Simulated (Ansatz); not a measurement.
**NaF: from a guess to a relaxed structure**

The task: take a trial cell of NaF to zero force and stress, then test the end with a random kick.

Method: DFT PBE, scalar-relativistic, plane waves, PAW, in Ansatz 0.2.0.

**1. The starting structure**

The structure is cubic, space group Pm-3n (No. 223). The conventional cell has a = 6.309 Å, b = 6.309 Å, c = 6.309 Å, α = 90.00°, β = 90.00°, γ = 90.00°. Na (site symmetry -4m2) has 4 F at 2.23 Å as nearest neighbours. F (site symmetry -4m2) has 4 Na at 2.23 Å as nearest neighbours.

As a file:

```
Na F
1.0
     6.30944    0.00000    0.00000
     0.00000    6.30944    0.00000
     0.00000    0.00000    6.30944
Na F
6 6
Cartesian
  4.7321 3.1547 0.0000
  3.1547 0.0000 4.7321
  0.0000 4.7321 3.1547
  0.0000 1.5774 3.1547
  1.5774 3.1547 0.0000
  3.1547 0.0000 1.5774
  3.1547 4.7321 0.0000
  4.7321 0.0000 3.1547
  0.0000 3.1547 4.7321
  1.5774 0.0000 3.1547
  0.0000 3.1547 1.5774
  3.1547 1.5774 0.0000
```

The start is the relaxed end of an invented cell (made as: 4-connected net, two elements alternating (Pm-3n, No. 223)), taken up again for a closer look.

**2. A first look at the guess**

input.yaml

```yaml
crystal:
  lattice:
    - [6.3094409, 0.0, 0.0]
    - [0.0, 6.3094409, 0.0]
    - [0.0, 0.0, 6.3094409]
  atoms:
    - { symbol: Na, position: [0.75, 0.5, 0.0] }
    - { symbol: Na, position: [0.5, 0.0, 0.75] }
    - { symbol: Na, position: [0.0, 0.75, 0.5] }
    - { symbol: Na, position: [0.0, 0.25, 0.5] }
    - { symbol: Na, position: [0.25, 0.5, 0.0] }
    - { symbol: Na, position: [0.5, 0.0, 0.25] }
    - { symbol: F, position: [0.5, 0.75, 0.0] }
    - { symbol: F, position: [0.75, 0.0, 0.5] }
    - { symbol: F, position: [0.0, 0.5, 0.75] }
    - { symbol: F, position: [0.25, 0.0, 0.5] }
    - { symbol: F, position: [0.0, 0.5, 0.25] }
    - { symbol: F, position: [0.5, 0.25, 0.0] }
basis:
  ecutwfc: 420
kpoints:
  mp_grid: { grid: [4, 4, 4] }
hamiltonian:
  xc: pbe
scf:
  occupations: { method: gaussian, width: 0.1 }
  lower_state_search: "off"
output:
  forces: true
  stress: true
  eigenvalues: true
```

Command:

```bash
$ ansatz run input.yaml --threads 4 --pin off --max-ram 8192MiB --backend cpu --events-out ev --progress --plain --runs-dir out
```

Further runs follow: final relaxation; reference for the kick test; kicked and relaxed without symmetry.

Before running it: what results should come out? Wanted: conventional cell; volume; energy over the elements; gap on the mesh.

As calculated:

| quantity | value |
| --- | --- |
| symmetry at the end (tolerance 0.02 Å) | space group Pm-3n (No. 223) |
| conventional cell | a = 6.309 Å, b = 6.309 Å, c = 6.309 Å, α = 90.00°, β = 90.00°, γ = 90.00° |
| volume | 20.93 Å³/atom |
| energy over the elements (uncorrected; H, N, O, F and Cl as molecules) | -2.62 eV/atom |
| gap on the mesh | 5.15 eV |

**Reading.** The space group Pm-3n (No. 223) is kept, at nearly the size of the first guess. A negative formation energy is needed for stability but isn't enough; other structures and compounds were not set against it here. The kick test gives no clear verdict at this accuracy.
